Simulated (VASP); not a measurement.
# SrTiO3: structure and properties in VASP, part 5 of 6

Aim: relax SrTiO3, then compute properties on the relaxed cell. The start is a cell from a database of measured crystal structures.

VASP 6.6.1; PBE; plane waves and PAW (Sr_sv, Ti_sv, O).

So far, gap on the k-mesh (eV): 1.88 in steps 2, 3, 4 and 6. The relaxed cell has a = 5.565, c = 7.900 Å (conventional setting).

## 7. Vibrations at Γ (PBE)

Zone-centre modes test whether the atoms sit at a minimum within this cell. IBRION = 8 takes the force constants from linear response, which needs tightly converged orbitals.

File INCAR:

```
SYSTEM = SrTiO3
PREC = Accurate
ENCUT = 520
EDIFF = 1E-08
NELM = 100
ISMEAR = 0
SIGMA = 0.05
LREAL = .FALSE.
ALGO = Normal
GGA = PE
NBANDS = 50
LASPH = .TRUE.
LORBIT = 11
LWAVE = .FALSE.
LCHARG = .FALSE.
KPAR = 8
IBRION = 8
ISIF = 2
```

File POSCAR:

```
SrTiO3
1.0
   -2.7823153372      2.7823153372      3.9501085157
    2.7823153372     -2.7823153372      3.9501085157
    2.7823153372      2.7823153372     -3.9501085157
Sr Ti O
2 2 6
Direct
    0.7500000000      0.2500000000      0.5000000000
    0.2500000000      0.7500000000      0.5000000000
    0.0000000000      0.0000000000      0.0000000000
    0.5000000000      0.5000000000      0.0000000000
    0.2500000000      0.2500000000      0.0000000000
    0.7500000000      0.7500000000      0.0000000000
    0.7298711108      0.2298711108      0.9597422216
    0.2298711108      0.2701288892      0.5000000000
    0.2701288892      0.7701288892      0.0402577784
    0.7701288892      0.7298711108      0.5000000000
```

File KPOINTS:

```
Automatic mesh
0
Gamma
6 6 6
0 0 0
```

Potentials, in the order of the species: Sr_sv, Ti_sv and O (PBE family, release 64).

On the command line:

```console
$ mpirun -np 8 vasp_std
```

Log:

```text
[... set-up lines as in an earlier step ...]
 entering main loop
       N       E                     dE             d eps       ncg     rms          rms(c)
DAV:   1     0.993943579606E+03    0.99394E+03   -0.40330E+04  3000   0.175E+03
DAV:   2     0.497938251494E+02   -0.94415E+03   -0.89263E+03  3304   0.505E+02
DAV:   3    -0.935070027167E+02   -0.14330E+03   -0.14075E+03  3964   0.188E+02
DAV:   4    -0.100810110318E+03   -0.73031E+01   -0.72883E+01  4432   0.422E+01
DAV:   5    -0.101132663269E+03   -0.32255E+00   -0.32226E+00  4368   0.706E+00    0.366E+01
DAV:   6    -0.799188336794E+02    0.21214E+02   -0.11588E+02  4390   0.717E+01    0.217E+01
DAV:   7    -0.803931796332E+02   -0.47435E+00   -0.19570E+01  3964   0.251E+01    0.150E+01
DAV:   8    -0.803522221333E+02    0.40957E-01   -0.32550E+00  4092   0.146E+01    0.423E+00
DAV:   9    -0.802222875199E+02    0.12993E+00   -0.79805E-01  4194   0.688E+00    0.134E+00
DAV:  10    -0.802446439921E+02   -0.22356E-01   -0.31666E-01  3678   0.270E+00    0.148E+00
DAV:  11    -0.802146958070E+02    0.29948E-01   -0.84914E-02  4022   0.224E+00    0.191E-01
DAV:  12    -0.802152874717E+02   -0.59166E-03   -0.12699E-02  3874   0.491E-01    0.143E-01
DAV:  13    -0.802151033746E+02    0.18410E-03   -0.12388E-03  4326   0.289E-01    0.464E-02
DAV:  14    -0.802151687652E+02   -0.65391E-04   -0.20569E-04  4016   0.846E-02    0.338E-02
DAV:  15    -0.802151617078E+02    0.70573E-05   -0.26087E-05  4628   0.322E-02    0.188E-02
DAV:  16    -0.802151597064E+02    0.20014E-05   -0.29818E-05  3938   0.240E-02    0.348E-03
DAV:  17    -0.802151602530E+02   -0.54652E-06   -0.24342E-06  4188   0.129E-02    0.397E-03
DAV:  18    -0.802151601114E+02    0.14152E-06   -0.66455E-07  3834   0.823E-03    0.200E-03
DAV:  19    -0.802151600131E+02    0.98335E-07   -0.11526E-07  3846   0.308E-03    0.134E-03
DAV:  20    -0.802151599204E+02    0.92691E-07   -0.50216E-08  3696   0.131E-03    0.591E-04
DAV:  21    -0.802151598851E+02    0.35337E-07   -0.16612E-08  1868   0.642E-04    0.191E-04
DAV:  22    -0.802151598869E+02   -0.18226E-08   -0.35266E-09  1706   0.374E-04
   1 F= -.80215160E+02 E0= -.80215160E+02  d E =-.554116E-21
 Linear response reoptimize wavefunctions to high precision
DAV:   1    -0.802151598853E+02    0.15734E-08   -0.17134E-09  1696   0.273E-04
DAV:   2    -0.802151598854E+02   -0.10914E-09   -0.85408E-10  1692   0.156E-04
DAV:   3    -0.802151598855E+02   -0.29104E-10   -0.39081E-10  1686   0.890E-05
 Linear response DOF=           8
 Linear response progress:
  Degree of freedom:   1/  8
       N       E                     dE             d eps       ncg     rms          rms(c)
RMM:   1    -0.301889271329E+00   -0.30189E+00    0.34636E-01 12522   0.208E+00
RMM:   2    -0.304220485666E+00   -0.23312E-02   -0.40715E-02 14668   0.543E-01    0.300E-01
RMM:   3    -0.305554366174E+00   -0.13339E-02   -0.60648E-03 16195   0.237E-01    0.216E-01
RMM:   4    -0.306026239764E+00   -0.47187E-03   -0.17327E-03 16487   0.121E-01    0.579E-02
RMM:   5    -0.306320761114E+00   -0.29452E-03   -0.52594E-04 17234   0.623E-02    0.200E-02
RMM:   6    -0.306406975215E+00   -0.86214E-04   -0.29398E-04 17571   0.397E-02    0.138E-02
RMM:   7    -0.306423532199E+00   -0.16557E-04   -0.11307E-04 18266   0.248E-02    0.820E-03
RMM:   8    -0.306348410778E+00    0.75121E-04   -0.52328E-05 18023   0.177E-02    0.405E-03
RMM:   9    -0.306335948234E+00    0.12463E-04   -0.37718E-05 18583   0.117E-02    0.320E-03
RMM:  10    -0.306310901446E+00    0.25047E-04   -0.13955E-05 18491   0.826E-03    0.126E-03
RMM:  11    -0.306336428245E+00   -0.25527E-04   -0.21981E-06 18199   0.591E-03    0.288E-03
RMM:  12    -0.306324391444E+00    0.12037E-04   -0.58096E-06 18552   0.447E-03    0.161E-03
RMM:  13    -0.306326311482E+00   -0.19200E-05   -0.11204E-06 18827   0.305E-03    0.222E-03
RMM:  14    -0.306325493418E+00    0.81806E-06   -0.18437E-06 18519   0.239E-03    0.224E-03
RMM:  15    -0.306315548762E+00    0.99447E-05    0.17264E-08 18014   0.182E-03    0.130E-03
RMM:  16    -0.306299978516E+00    0.15570E-04   -0.15634E-07 17726   0.153E-03    0.999E-04
RMM:  17    -0.306297444979E+00    0.25335E-05    0.20039E-06 18409   0.102E-03    0.124E-03
RMM:  18    -0.306298688198E+00   -0.12432E-05   -0.28624E-07 18310   0.820E-04    0.105E-03
RMM:  19    -0.306298337356E+00    0.35084E-06   -0.52537E-07 18508   0.665E-04    0.109E-03
 first order change of Fermi-energy  -0.27244E-01
 force on displaced ion       1 direction 1 :  -4.624   0.000  -0.000
 Linear response progress:
  Degree of freedom:   2/  8
       N       E                     dE             d eps       ncg     rms          rms(c)
RMM:   1    -0.301792958818E+00   -0.30179E+00    0.35470E-01  8296   0.208E+00
RMM:   2    -0.303603291348E+00   -0.18103E-02   -0.41480E-02  9504   0.548E-01    0.313E-01
RMM:   3    -0.304854058906E+00   -0.12508E-02   -0.71089E-03 10345   0.245E-01    0.231E-01
RMM:   4    -0.305320311377E+00   -0.46625E-03   -0.19867E-03 10582   0.123E-01    0.746E-02
RMM:   5    -0.305634890457E+00   -0.31458E-03   -0.64545E-04 10849   0.676E-02    0.209E-02
RMM:   6    -0.305724548976E+00   -0.89659E-04   -0.27022E-04 11011   0.403E-02    0.134E-02
RMM:   7    -0.305754589164E+00   -0.30040E-04   -0.14154E-04 11537   0.261E-02    0.942E-03
RMM:   8    -0.305695741795E+00    0.58847E-04   -0.49553E-05 11353   0.175E-02    0.400E-03
RMM:   9    -0.305671506593E+00    0.24235E-04   -0.41526E-05 11853   0.116E-02    0.366E-03
RMM:  10    -0.305625421505E+00    0.46085E-04   -0.14314E-05 11482   0.827E-03    0.248E-03
RMM:  11    -0.305667402719E+00   -0.41981E-04   -0.54601E-06 11267   0.608E-03    0.359E-03
RMM:  12    -0.305668984008E+00   -0.15813E-05   -0.11514E-05 12047   0.434E-03    0.424E-03
RMM:  13    -0.305662574695E+00    0.64093E-05   -0.39982E-06 11660   0.305E-03    0.373E-03
RMM:  14    -0.305662217828E+00    0.35687E-06   -0.53726E-06 12081   0.229E-03    0.387E-03
 first order change of Fermi-energy  -0.10485E-04
 force on displaced ion       1 direction 3 :  -0.000   0.000  -5.091
 Linear response progress:
  Degree of freedom:   3/  8
       N       E                     dE             d eps       ncg     rms          rms(c)
RMM:   1    -0.823225525970E+00   -0.82323E+00    0.43042E+00  6960   0.700E+01
RMM:   2    -0.792294768618E+00    0.30931E-01   -0.17583E-01 11792   0.224E+00    0.276E-01
RMM:   3    -0.788513793592E+00    0.37810E-02   -0.28183E-02 14337   0.596E-01    0.164E-01
RMM:   4    -0.788342106909E+00    0.17169E-03   -0.15465E-02 15440   0.335E-01    0.550E-02
RMM:   5    -0.788476806536E+00   -0.13470E-03   -0.23193E-03 17326   0.142E-01    0.244E-02
[...]
RMM:  24    -0.791526156501E+00   -0.77094E-07   -0.14536E-08  9311   0.547E-04    0.457E-05
RMM:  25    -0.791525969124E+00    0.18738E-06    0.26749E-06  9343   0.510E-04    0.545E-05
 first order change of Fermi-energy   0.21859E-02
 force on displaced ion       3 direction 3 :  -0.000  -0.000 -15.405
 Linear response progress:
  Degree of freedom:   5/  8
       N       E                     dE             d eps       ncg     rms          rms(c)
RMM:   1    -0.377530858580E+00   -0.37753E+00    0.22071E-01 13523   0.209E+00
RMM:   2    -0.369134891994E+00    0.83960E-02   -0.19435E-02 12368   0.391E-01    0.169E-01
RMM:   3    -0.370789431346E+00   -0.16545E-02   -0.32015E-03 13971   0.152E-01    0.869E-02
RMM:   4    -0.372382472891E+00   -0.15930E-02   -0.10650E-03 14429   0.100E-01    0.203E-02
RMM:   5    -0.372524864779E+00   -0.14239E-03   -0.35721E-04 16967   0.435E-02    0.874E-03
RMM:   6    -0.372556884620E+00   -0.32020E-04   -0.13645E-04 18002   0.242E-02    0.476E-03
RMM:   7    -0.372540581602E+00    0.16303E-04   -0.75848E-05 18039   0.160E-02    0.352E-03
RMM:   8    -0.372553383037E+00   -0.12801E-04   -0.37119E-05 18010   0.115E-02    0.152E-03
RMM:   9    -0.372554373256E+00   -0.99022E-06   -0.25942E-05 18196   0.838E-03    0.495E-04
RMM:  10    -0.372558374893E+00   -0.40016E-05   -0.17125E-05 18415   0.645E-03    0.766E-04
RMM:  11    -0.372559781484E+00   -0.14066E-05   -0.87600E-06 18625   0.478E-03    0.103E-03
RMM:  12    -0.372560152536E+00   -0.37105E-06   -0.38794E-06 18614   0.359E-03    0.141E-03
RMM:  13    -0.372560166515E+00   -0.13979E-07   -0.23663E-06 18366   0.279E-03    0.173E-03
RMM:  14    -0.372560400753E+00   -0.23424E-06   -0.23756E-06 18715   0.222E-03    0.196E-03
RMM:  15    -0.372560846817E+00   -0.44606E-06   -0.47897E-07 18231   0.177E-03    0.204E-03
RMM:  16    -0.372560588736E+00    0.25808E-06   -0.14262E-07 17595   0.148E-03    0.199E-03
 first order change of Fermi-energy  -0.24131E-02
 force on displaced ion       5 direction 1 :  -4.761   0.000   0.000
 Linear response progress:
  Degree of freedom:   6/  8
       N       E                     dE             d eps       ncg     rms          rms(c)
RMM:   1    -0.387982970178E+00   -0.38798E+00    0.21809E-01  7794   0.244E+00
RMM:   2    -0.373302367834E+00    0.14681E-01   -0.18261E-02  6554   0.681E-01    0.284E-01
RMM:   3    -0.374802367690E+00   -0.15000E-02   -0.12607E-03  6833   0.314E-01    0.214E-01
RMM:   4    -0.376373155389E+00   -0.15708E-02   -0.39382E-03  7193   0.187E-01    0.107E-01
RMM:   5    -0.377682042308E+00   -0.13089E-02   -0.96436E-04  7212   0.116E-01    0.296E-02
RMM:   6    -0.377765871601E+00   -0.83829E-04   -0.44405E-04  8503   0.573E-02    0.129E-02
RMM:   7    -0.377806204112E+00   -0.40333E-04   -0.13129E-04  8771   0.283E-02    0.829E-03
RMM:   8    -0.377778144929E+00    0.28059E-04   -0.38753E-05  7932   0.166E-02    0.249E-03
RMM:   9    -0.377805727306E+00   -0.27582E-04   -0.33814E-05  8691   0.962E-03    0.197E-03
RMM:  10    -0.377808576746E+00   -0.28494E-05   -0.16575E-05  8778   0.561E-03    0.691E-04
RMM:  11    -0.377812831751E+00   -0.42550E-05   -0.12354E-05  8759   0.361E-03    0.729E-04
RMM:  12    -0.377812694281E+00    0.13747E-06   -0.10510E-05  8398   0.227E-03    0.518E-04
RMM:  13    -0.377812903308E+00   -0.20903E-06   -0.77175E-06  8924   0.138E-03    0.521E-04
RMM:  14    -0.377812867734E+00    0.35574E-07   -0.49862E-06  8831   0.886E-04    0.486E-04
RMM:  15    -0.377812654974E+00    0.21276E-06   -0.34622E-06  8880   0.596E-04    0.397E-04
RMM:  16    -0.377812445118E+00    0.20986E-06   -0.10671E-06  8039   0.682E-04    0.248E-04
RMM:  17    -0.377812498155E+00   -0.53037E-07   -0.16752E-06  8607   0.385E-04    0.913E-05
RMM:  18    -0.377812589649E+00   -0.91494E-07   -0.79472E-07  8730   0.296E-04    0.417E-05
RMM:  19    -0.377812737255E+00   -0.14761E-06   -0.51627E-07  8509   0.256E-04    0.457E-05
RMM:  20    -0.377812772132E+00   -0.34877E-07   -0.49410E-07  8420   0.234E-04    0.298E-05
RMM:  21    -0.377812800506E+00   -0.28373E-07   -0.20790E-07  8583   0.221E-04    0.274E-05
RMM:  22    -0.377812863975E+00   -0.63470E-07   -0.30626E-08  8979   0.204E-04    0.214E-05
RMM:  23    -0.377812927232E+00   -0.63257E-07   -0.21992E-07  8571   0.201E-04    0.616E-06
RMM:  24    -0.377812964378E+00   -0.37145E-07   -0.38084E-08  9036   0.192E-04    0.158E-06
RMM:  25    -0.377812950075E+00    0.14303E-07    0.59910E-08  8974   0.189E-04    0.158E-06
RMM:  26    -0.377812954042E+00   -0.39668E-08    0.98289E-08  8688   0.187E-04    0.107E-06
 first order change of Fermi-energy   0.41829E-02
 force on displaced ion       5 direction 3 :  -0.000  -0.000 -14.317
 Linear response progress:
  Degree of freedom:   7/  8
       N       E                     dE             d eps       ncg     rms          rms(c)
RMM:   1    -0.385334039877E+00   -0.38533E+00    0.19370E-01 15359   0.234E+00
RMM:   2    -0.371087052515E+00    0.14247E-01   -0.19181E-02 12599   0.607E-01    0.242E-01
RMM:   3    -0.372956167384E+00   -0.18691E-02   -0.37600E-03 13497   0.260E-01    0.168E-01
RMM:   4    -0.374031338517E+00   -0.10752E-02   -0.24455E-03 14595   0.156E-01    0.832E-02
RMM:   5    -0.375117151877E+00   -0.10858E-02   -0.73142E-04 15319   0.988E-02    0.243E-02
RMM:   6    -0.375181385378E+00   -0.64234E-04   -0.33824E-04 17333   0.517E-02    0.114E-02
RMM:   7    -0.375220489230E+00   -0.39104E-04   -0.10448E-04 17609   0.290E-02    0.699E-03
RMM:   8    -0.375217744869E+00    0.27444E-05   -0.36125E-05 17429   0.181E-02    0.409E-03
RMM:   9    -0.375228133429E+00   -0.10389E-04   -0.26826E-05 16796   0.126E-02    0.150E-03
RMM:  10    -0.375227912971E+00    0.22046E-06   -0.19573E-05 17821   0.830E-03    0.988E-04
RMM:  11    -0.375231760981E+00   -0.38480E-05   -0.11066E-05 17379   0.589E-03    0.457E-04
RMM:  12    -0.375231603469E+00    0.15751E-06   -0.11602E-05 17514   0.416E-03    0.356E-04
RMM:  13    -0.375231899638E+00   -0.29617E-06   -0.45078E-06 18038   0.298E-03    0.521E-04
RMM:  14    -0.375232521176E+00   -0.62154E-06   -0.56178E-06 17015   0.230E-03    0.107E-03
RMM:  15    -0.375232345753E+00    0.17542E-06   -0.32547E-06 17488   0.174E-03    0.109E-03
RMM:  16    -0.375232506625E+00   -0.16087E-06   -0.28266E-06 17977   0.137E-03    0.117E-03
RMM:  17    -0.375232515596E+00   -0.89709E-08   -0.23173E-06 17393   0.112E-03    0.120E-03
 first order change of Fermi-energy  -0.43755E-01
 force on displaced ion       7 direction 1 :  -9.598   4.620  -0.000
 Linear response progress:
  Degree of freedom:   8/  8
       N       E                     dE             d eps       ncg     rms          rms(c)
RMM:   1    -0.377949091918E+00   -0.37795E+00    0.21783E-01 13103   0.209E+00
RMM:   2    -0.369149317143E+00    0.87998E-02   -0.18227E-02 12141   0.399E-01    0.191E-01
RMM:   3    -0.370870502636E+00   -0.17212E-02   -0.30860E-03 13914   0.154E-01    0.104E-01
RMM:   4    -0.372556413415E+00   -0.16859E-02   -0.11021E-03 14373   0.104E-01    0.209E-02
RMM:   5    -0.372594422529E+00   -0.38009E-04   -0.35291E-04 17089   0.444E-02    0.969E-03
RMM:   6    -0.372651801978E+00   -0.57379E-04   -0.13693E-04 18092   0.251E-02    0.505E-03
RMM:   7    -0.372622356535E+00    0.29445E-04   -0.69452E-05 17869   0.168E-02    0.342E-03
RMM:   8    -0.372666384757E+00   -0.44028E-04   -0.38731E-05 17661   0.123E-02    0.175E-03
RMM:   9    -0.372659311876E+00    0.70729E-05   -0.42883E-05 18123   0.913E-03    0.518E-04
RMM:  10    -0.372662432817E+00   -0.31209E-05   -0.12416E-05 18491   0.685E-03    0.654E-04
RMM:  11    -0.372663346693E+00   -0.91388E-06   -0.99277E-06 18916   0.510E-03    0.107E-03
RMM:  12    -0.372663033784E+00    0.31291E-06   -0.36773E-06 18219   0.384E-03    0.160E-03
RMM:  13    -0.372664954088E+00   -0.19203E-05   -0.11607E-06 17935   0.293E-03    0.160E-03
RMM:  14    -0.372666210179E+00   -0.12561E-05   -0.77319E-07 18132   0.231E-03    0.160E-03
RMM:  15    -0.372668466221E+00   -0.22560E-05   -0.12357E-06 17798   0.187E-03    0.139E-03
 first order change of Fermi-energy   0.56458E-02
 force on displaced ion       7 direction 3 :  -0.000  -0.000  -4.844
 Linear response finished
```

It took 15 min on 8 MPI ranks of Intel Xeon 6975P-C (Granite Rapids), shared host; peak memory 8.3 GiB; 1.9 h of CPU time.

(Part 5 of 6 ends here.)

[Lines on the potential files, build, host, timing and source positions are cut from VASP's logs without a mark.]

[Logs are printed without paths, hosts, clocks, repeated set-up lines and the standing remarks that a program may print on its own settings, such as how far it seeks lower states.]

[Hosts, paths, dates, database ids (printed as entryN), source tags and the programs' standing remarks are cut or masked in the printed files.]

[A measured line is paired with the nearest computed mode of its activity, which favours agreement.]
